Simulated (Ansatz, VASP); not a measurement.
# KF: VASP beside Ansatz

Contents of POSCAR:

```
KF
1.0
    0.0000000000      2.8455781461      2.8455781461
    2.8455781461      0.0000000000      2.8455781461
    2.8455781461      2.8455781461      0.0000000000
K F
1 1
Direct
    0.0000000000      0.0000000000      0.0000000000
    0.2500000000      0.2500000000      0.2500000000
```

Contents of INCAR.step1:

```
PREC = Accurate ; ENCUT = 520
ISMEAR = 0 ; SIGMA = 0.01
LREAL = False ; LASPH = True
NELM = 100 ; NBANDS = 15
GGA = PE ; ALGO = Normal
EDIFF = 1E-4 ; LWAVE = True
LCHARG = False
```

File INCAR.step2:

```
PREC = Accurate ; ENCUT = 520
EDIFF = 1E-6 ; ISMEAR = 0
SIGMA = 0.01 ; LREAL = False
LASPH = True ; NELM = 100
ALGO = Normal ; ISIF = 2
LWAVE = False ; LCHARG = True
METAGGA = R2SCAN ; LMIXTAU = True
LELF = True ; LVHAR = True
NBANDS = 15 ; ISTART = 1
```

KPOINTS

```
regular mesh
0
Gamma
  8 8 8
```

Input for Ansatz:

```yaml
crystal:
  lattice:
    - [0.0, 2.8455781461, 2.8455781461]
    - [2.8455781461, 0.0, 2.8455781461]
    - [2.8455781461, 2.8455781461, 0.0]
  atoms:
    - { symbol: K, position: [0.0, 0.0, 0.0] }
    - { symbol: F, position: [0.25, 0.25, 0.25] }
kpoints:
  mp_grid: { grid: [8, 8, 8] }
  band_path:
    path:
      - [0.0, 0.0, 0.0]
      - [-0.5, -0.5, 0.0]
      - [-0.375, -0.375, 0.25]
      - [-0.375, 0.0, 0.375]
      - [0.0, 0.0, 0.5]
      - [-0.5, -0.25, 0.25]
    npoints: 1
hamiltonian:
  xc: r2scan
scf:
  occupations: { method: fixed }
  n_extra_bands: 4
output:
  forces: true
  stress: true
  eigenvalues: true
```

Change from the starting cell: hydrostatic strain -3.1%.

Alike in both runs: task single point; functional r2SCAN; k mesh 8 × 8 × 8; no spin polarisation.

```csv
,VASP,Ansatz
version,VASP 6.6.1,Ansatz 0.2.0
potentials or method,"VASP PAW PBE potentials, release 64 (K_sv, F)","plane waves, PAW"
plane-wave cutoff (eV),520,500
occupations,"gaussian, width 0.01 eV",fixed
valence electrons in the cell,16,16
```

Ansatz gave:

```
gap on the k mesh at the Fermi level (eV) : 5.98
pressure (GPa)                            : 2.7
```

**Question.** Which values does VASP return?

**Answer.** gap on the k mesh at the Fermi level (eV): 5.97; pressure (GPa): 2.8.

Caveats: the PAW data sets were made with another functional, which shifts forces and pressure a little (VASP). A k mesh can miss the band edges.
